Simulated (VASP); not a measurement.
# GaSb (F-43m) in VASP: a series of runs

Aim: see how the results for GaSb move with the level of theory and the settings. Levels: PBE, revPBE+D4. Tasks: single point.

Program: VASP 6.6.1. These are calculated values, not measurements. Logs are shortened: lines on timing, memory, paths and dates and some standing lists are left out, and cuts for length are marked.

**Experimental background.**

A printed reference work, data compilation reports, for a bulk crystal of GaSb at 4.2 K: band gap 0.811 eV (direct).

How close the calculation comes is told below.

## 1. The cell of the first run

The structure is cubic, space group F-43m (No. 216). Conventional cell: a = 6.118 Å, b = 6.118 Å, c = 6.118 Å, α = 90.00°, β = 90.00°, γ = 90.00°. Sb (site symmetry -43m) has 4 Ga at 2.65 Å within 3.5 Å. Ga (site symmetry -43m) has 4 Sb at 2.65 Å within 3.5 Å.

## 2. Single point, PBE

The input, INCAR:

```
SYSTEM = GaSb
PREC = Accurate
ENCUT = 520
EDIFF = 1E-7
ISMEAR = 0
SIGMA = 0.014
LREAL = .FALSE.
LASPH = .TRUE.
NELM = 60
ALGO = Normal
ISIF = 2
LWAVE = .FALSE.
LCHARG = .FALSE.
GGA = PE
NBANDS = 16
```

The input, KPOINTS:

```
regular mesh
0
G
  8 8 8
  0 0 0
```

The input, POSCAR:

```
GaSb
1.0
    0.0000000000      3.0590000000      3.0590000000
    3.0590000000      0.0000000000      3.0590000000
    3.0590000000      3.0590000000      0.0000000000
Sb Ga
1 1
Direct
    0.7500000000      0.7500000000      0.7500000000
    0.0000000000      0.0000000000      0.0000000000
```

Potentials or basis: VASP PAW PBE potentials, release 64 (Sb, Ga_d).

Run with:

```sh
cat potpaw_PBE.64/Sb/POTCAR potpaw_PBE.64/Ga_d/POTCAR > POTCAR
mpirun -np 1 vasp_std > vasp.out
```

OUTCAR:

```text
SYSTEM = GaSb
   PREC = Accurate
   ENCUT = 520
   EDIFF = 1E-7
   ISMEAR = 0
   LREAL = .FALSE.
   LASPH = .TRUE.
   NELM = 60
   ISIF = 2
   GGA = PE

 ion  position               nearest neighbor table
   1  0.750  0.750  0.750-   2 2.65   2 2.65   2 2.65   2 2.65
   2  0.000  0.000  0.000-   1 2.65   1 2.65   1 2.65   1 2.65

  LATTYP: Found a face centered cubic cell.
 ALAT       =     6.1180000000

  Lattice vectors:

 A1 = (   0.0000000000,   3.0590000000,   3.0590000000)
 A2 = (   3.0590000000,   0.0000000000,   3.0590000000)
 A3 = (   3.0590000000,   3.0590000000,   0.0000000000)

Analysis of symmetry for initial positions (statically):
=====================================================================
 Subroutine PRICEL returns:
 Original cell was already a primitive cell.

 Routine SETGRP: Setting up the symmetry group for a
 face centered cubic supercell.

 Subroutine GETGRP returns: Found 24 space group operations
 (whereof 24 operations were pure point group operations)
 out of a pool of 48 trial point group operations.

The static configuration has the point symmetry T_d .

Analysis of symmetry for dynamics (positions and initial velocities):
=====================================================================
 Subroutine PRICEL returns:
 Original cell was already a primitive cell.

 Routine SETGRP: Setting up the symmetry group for a
 face centered cubic supercell.

 Subroutine GETGRP returns: Found 24 space group operations
 (whereof 24 operations were pure point group operations)
 out of a pool of 48 trial point group operations.

The dynamic configuration has the point symmetry T_d .

 Subroutine INISYM returns: Found 24 space group operations
 (whereof 24 operations are pure point group operations),
 and found     1 'primitive' translations

----------------------------------------------------------------------------------------

                                     Primitive cell

  volume of cell :      57.2491

  direct lattice vectors                    reciprocal lattice vectors
     0.000000000  3.059000000  3.059000000    -0.163452109  0.163452109  0.163452109
     3.059000000  0.000000000  3.059000000     0.163452109 -0.163452109  0.163452109
     3.059000000  3.059000000  0.000000000     0.163452109  0.163452109 -0.163452109
[... 74 lines left out ...]
 SYSTEM =  GaSb
   PREC   = accura    normal or accurate (medium, high low for compatibility)
   ISTART =      0    job   : 0-new  1-cont  2-samecut
   ICHARG =      2    charge: 1-file 2-atom 10-const
   ISPIN  =      1    spin polarized calculation?
   LNONCOLLINEAR =      F non collinear calculations
   LSORBIT =      F    spin-orbit coupling
   LASPH  =      T    aspherical Exc in radial PAW
   ENCUT  =  520.0 eV  38.22 Ry    6.18 a.u.   8.04  8.04  8.04*2*pi/ulx,y,z
   NELM   =     60;   NELMIN=  2; NELMDL= -5     # of ELM steps
   EDIFF  = 0.1E-06   stopping-criterion for ELM
   LREAL  =      F    real-space projection
   EDIFFG = 0.1E-05   stopping-criterion for IOM
   NSW    =      0    number of steps for IOM
   IBRION =     -1    ionic relax: 0-MD 1-quasi-New 2-CG
   NFREE  =      0    steps in history (QN), initial steepest desc. (CG)
   ISIF   =      2    stress and relaxation
   ISYM   =      2    0-nonsym 1-usesym 2-fastsym
   POTIM  = 0.5000    time-step for ionic-motion
   TEBEG  =    0.0;   TEEND  =   0.0 temperature during run
   PSTRESS=    0.0 pullay stress
   NELECT =      18.0000    total number of electrons
   NUPDOWN=      -1.0000    fix difference up-down
   EMIN   =  10.00;   EMAX   =-10.00  energy-range for DOS
   EFERMI =   0.00;   METHOD = LEGACY
   ISMEAR =     0;   SIGMA  =   0.01  broadening in eV -4-tet -1-fermi 0-gaus
   EFERMI_NEDOS =   21; number of points for ismear=-14 and -15
   IALGO  =     38    algorithm
   IMIX   =      4    mixing-type and parameters
     AMIX     =   0.40;   BMIX     =  1.00
     AMIX_MAG =   1.60;   BMIX_MAG =  1.00
  volume/ion in A,a.u.               =      28.62       193.17
  Fermi-wavevector in a.u.,A,eV,Ry     =   1.113208  2.103657 16.860766  1.239231
  Thomas-Fermi vector in A             =   2.249790
   LORBIT       =      0    0 simple, 1 ext, 2 COOP (PROOUT), +10 PAW based schemes
   GGA     = PE    functional components
   LHFCALC =     F    Hartree Fock is set to
   AEXX    =    0.0000 exact exchange contribution
   IVDW    =     0    specifies the selected vdW correction
   LEPSILON=     F    determine dielectric tensor
   LRPA    =     F    only Hartree local field effects (RPA)
 non-spin polarized calculation
 Gauss-broadening in eV      SIGMA  =   0.01
  energy-cutoff  :      520.00
  volume of cell :       57.25
 maximum number of plane-waves:      1572
   NGX = 17   NGY = 17   NGZ = 17

 number of electron      17.9999986 magnetization

 Free energy of the ion-electron system (eV)
  ---------------------------------------------------
  ext. energy  EPLUGINS =         0.00000000
  ---------------------------------------------------
  free energy    TOTEN  =        -7.34581904 eV

  energy without entropy =       -7.34580880  energy(sigma->0) =       -7.34581392

 E-fermi :   4.8916     XC(G=0):  -9.0882

 val. band max:        4.8712914176   @ k =   0.0000   0.0000   0.0000
 cond. band min:       4.9069954257   @ k =   0.0000   0.0000   0.0000
 fundamental gap:      0.0357040081
 Fermi energy:         4.8916138514

 k-point     1 :       0.0000    0.0000    0.0000
  band No.  band energies     occupation
      1     -10.1662      2.00000
      2     -10.1662      2.00000
      3     -10.1662      2.00000
      4     -10.1165      2.00000
      5     -10.1165      2.00000
      6      -6.6051      2.00000
[... 433 lines left out ...]
      3     -10.1494      2.00000
      4     -10.1196      2.00000
      5     -10.1163      2.00000
      6      -4.6266      2.00000
[... 8 lines left out ...]
     15      14.5292      0.00000
     16      15.0416      0.00000

 [... further k-points ...]
[... 5 lines left out ...]
  --------------------------------------------------------------------------------------
  -------------------------------------------------------------------------------------
  Total        0.8469502      0.8469502      0.8469502      0.0000000      0.0000000     -0.0000000
  in kB       23.7028211     23.7028211     23.7028211      0.0000000      0.0000000     -0.0000000
  external PRESSURE =      23.7028211 kB  Pullay stress =       0.0000000 kB

 VOLUME and BASIS-vectors are now :
 -----------------------------------------------------------------------------
  energy-cutoff  :      520.00
  volume of cell :       57.25
      direct lattice vectors                 reciprocal lattice vectors
     0.000000000  3.059000000  3.059000000    -0.163452109  0.163452109  0.163452109
     3.059000000  0.000000000  3.059000000     0.163452109 -0.163452109  0.163452109
     3.059000000  3.059000000  0.000000000     0.163452109  0.163452109 -0.163452109

 POSITION                                       TOTAL-FORCE (eV/Angst)
 -----------------------------------------------------------------------------------
      4.58850      4.58850      4.58850        -0.000000     -0.000000     -0.000000
      0.00000      0.00000      0.00000         0.000000      0.000000      0.000000
 -----------------------------------------------------------------------------------
    total drift:                               -0.000002     -0.000002     -0.000002

  FREE ENERGIE OF THE ION-ELECTRON SYSTEM (eV)
  ---------------------------------------------------
  free  energy   TOTEN  =        -7.3458190402 eV

  energy  without entropy=       -7.3458088001  energy(sigma->0) =       -7.34581392
```

OSZICAR:

```text
N       E                     dE             d eps       ncg     rms          rms(c)
DAV:   1     0.813043245023E+02    0.81304E+02   -0.85899E+03   952   0.136E+03
DAV:   2    -0.118414119620E+01   -0.82488E+02   -0.79461E+02  1112   0.293E+02
DAV:   3    -0.729194598037E+01   -0.61078E+01   -0.60916E+01  1128   0.643E+01
DAV:   4    -0.739850320978E+01   -0.10656E+00   -0.10655E+00  1200   0.943E+00
DAV:   5    -0.740083407212E+01   -0.23309E-02   -0.23308E-02  1112   0.125E+00    0.319E+00
DAV:   6    -0.735737301870E+01    0.43461E-01   -0.62203E-02  1352   0.390E+00    0.191E+00
DAV:   7    -0.734431284834E+01    0.13060E-01   -0.38484E-02  1040   0.158E+00    0.347E-01
DAV:   8    -0.734528118225E+01   -0.96833E-03   -0.44543E-03  1248   0.769E-01    0.844E-02
DAV:   9    -0.734576629301E+01   -0.48511E-03   -0.67112E-04  1056   0.212E-01    0.336E-02
DAV:  10    -0.734579976811E+01   -0.33475E-04   -0.41753E-05  1216   0.432E-02    0.971E-03
DAV:  11    -0.734581849108E+01   -0.18723E-04   -0.24952E-05  1072   0.297E-02    0.758E-03
DAV:  12    -0.734581917370E+01   -0.68262E-06   -0.14872E-06  1224   0.836E-03    0.118E-03
DAV:  13    -0.734581897771E+01    0.19599E-06   -0.42577E-08   856   0.186E-03    0.219E-04
DAV:  14    -0.734581904017E+01   -0.62459E-07   -0.16191E-08   856   0.126E-03
   1 F= -.73458190E+01 E0= -.73458139E+01  d E =-.102401E-04
```

stdout:

```text
POSCAR found type information on POSCAR SbGa
 POSCAR found :  2 types and       2 ions
 scaLAPACK will be used
 LDA part: xc-table for (Slater+PW92), standard interpolation
 POSCAR, INCAR and KPOINTS ok, starting setup
 FFT: planning ... GRIDC
 FFT: planning ... GRID_SOFT
 FFT: planning ... GRID
 WAVECAR not read
 entering main loop
```

Wall time 29 s (1 thread of AMD EPYC 7R13, shared host); peak memory 0.16 GiB.

Results:

| Quantity | Value |
| --- | --- |
| Free energy | -7.3458 eV |
| Pressure | 2.4 GPa |
| Band gap on the k mesh | 0.04 eV, direct |

Caveat: spin-orbit coupling is left out, which moves the levels of the heavy elements.

(Continued in part 2 of 2.)
